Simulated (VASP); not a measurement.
Pd under changes of volume

One of the cells (15.045 Å³/atom); the others are scaled copies at fixed shape and fractional positions:

```
Pd
1.0
     0.00000    1.95939    1.95939
     1.95939    0.00000    1.95939
     1.95939    1.95939    0.00000
Pd
1
Direct
  0.00000 0.00000 0.00000
```

| Property | Result |
| --- | --- |
| Program | VASP 6.6.1 |
| Functional | PBEsol |
| Potentials or basis | VASP PAW PBE potentials, release 64 (Pd) |
| Cutoff | 520 eV |
| k mesh | 12 × 12 × 12 |
| Occupations | fermi-dirac, width 0.05 eV |
| Spin | no spin polarisation |

```csv
volume (Å³/atom),energy over the lowest point (meV/atom),pressure (GPa)
13.865,19.85,10.6
14.160,5.40,5.3
14.455,0.00,0.8
15.045,11.78,-6.7
15.340,27.05,-9.8
15.635,?,?
```

Q: What does the run at 15.635 Å³/atom give?

A: Energy over the lowest point 47.55 meV/atom; pressure -12.4 GPa.

Worked out: A Birch-Murnaghan fit of order 3 (a polynomial in V^(-2/3)) to the other rows has its minimum at 14.50 Å³/atom with B0 = V·E''(V) = 205 GPa and B' = 5.8. It gives 47.48 meV/atom at 15.635 Å³/atom, against the run's 47.55, and -dE/dV = -12.4 GPa, against -12.4.

Energies are extrapolated to zero smearing.

Caveats: the PAW data sets were made with another functional, which shifts forces and pressure a little.
